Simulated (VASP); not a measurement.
**Sr: equation of state with LDA**

Crystal: Sr.

```xyz
1
Lattice="0.0000 2.8946 2.8946 2.8946 0.0000 2.8946 2.8946 2.8946 0.0000" Properties=species:S:1:pos:R:3 pbc="T T T"
Sr    2.8946    0.0000    2.8946
```

```json
{
  "Program": "VASP 6.6.1",
  "Task": "equation of state",
  "Functional": "LDA",
  "Potentials or basis": "VASP PAW LDA potentials, release 64 (Sr_sv)",
  "Cutoff": "520 eV",
  "k mesh": "8 × 8 × 8",
  "Occupations": "fermi-dirac, width 0.05 eV",
  "Spin": "no spin polarisation",
  "Ladder": "gaps",
  "Further INCAR settings": "ALGO = Normal; EDIFF = 1e-07"
}
```

```yaml
Equilibrium_volume: 48.55 Å³/atom
Bulk_modulus: 14.1 GPa
Pressure_derivative_of_the_bulk_modulus: "3.7 (rough: it moves with the points fitted)"
```

Energy against volume, from the lowest point:
```tsv
volume (Å³/atom)	energy (meV/atom)
46.567	3.80
47.537	0.96
48.507	0.00
49.477	0.75
50.447	3.06
```

All runs of the series together: 83 s on 1 thread of AMD EPYC 7R43 64-Core Processor (Zen 3) (shared host).
